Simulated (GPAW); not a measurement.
Here is a GPAW 26.7.0 calculation.

File run.py:

```python
from ase import Atoms
from ase.dft.bandgap import bandgap
from ase.io import write
from ase.units import GPa
from gpaw import GPAW, PW, setup_paths

setup_paths.insert(0, '.')

atoms = Atoms(['Zn', 'S'],
              cell=[[0.0, 2.702, 2.702],
                    [2.702, 0.0, 2.702],
                    [2.702, 2.702, 0.0]],
              scaled_positions=[[0.75, 0.75, 0.75],
                                [0.0, 0.0, 0.0]],
              pbc=True)

calc = GPAW(mode=PW(600),
            xc='PBE',
            kpts={'size': (7, 7, 7), 'gamma': True},
            occupations={'name': 'fermi-dirac', 'width': 0.05},
            setups={'S': 'jth', 'Zn': 'jth'},
            nbands=-9,
            convergence={'density': 1e-05, 'energy': 1e-05},
            maxiter=150,
            txt='gpaw.txt')
atoms.calc = calc
energy = atoms.get_potential_energy()
forces = atoms.get_forces()
stress = atoms.get_stress()
calc.write('gs.gpw')
write('result.traj', atoms)
print(f'Energy: {energy:.6f} eV')
print('Forces (eV/A):')
print(forces.round(4))
print('Stress (GPa):', (stress / GPa).round(3))
print('Fermi level:', round(calc.get_fermi_level(), 4), 'eV')
print(f'Gap: {bandgap(calc)[0]:.4f} eV, direct: {bandgap(calc, direct=True)[0]:.4f} eV')

path = atoms.cell.bandpath('GXWKGLUWLK,UX', npoints=100, eps=1e-4)
bs_calc = calc.fixed_density(kpts=path, symmetry='off', nbands=-18,
                             convergence={'bands': 'CBM+6.0', 'eigenstates': 1e-6}, txt='bands.txt')
bs = bs_calc.band_structure()
bs.write('bs.json')
print(f'Gap on the path: {bandgap(bs_calc)[0]:.4f} eV')
```

Potentials or basis: JTH PAW 2.0, PBE, pw.

Launch:

```console
$ OMP_NUM_THREADS=1 python run.py
```

(1) Estimate the band gap on the k mesh.

(2) Predict the band gap along the path.

(3) What does it give for the pressure?

## Answers

(1) 2.11 eV, direct.

(2) 2.11 eV, direct.

(3) 1.0 GPa.

Caveat: the program truncates these outside data sets.

**What was measured.**

From “Electronic, vibrational, and thermodynamic properties of ZnS (zincblende and rocksalt structure)”, 2009, arxiv:0911.5022, for a bulk crystal of ZnS at 19 K: band gap 3.85 eV (direct).

Against the measured gap of ZnS, 3.85 eV (direct; 19 K; quoted in “Electronic, vibrational, and thermodynamic properties of ZnS (zincblende and rocksalt structure)”, 2009, arxiv:0911.5022), the calculated 2.11 eV is off by -1.74 eV. The value is that of PBE, without temperature or zero-point motion. Semilocal functionals fall short of measured gaps as a rule.
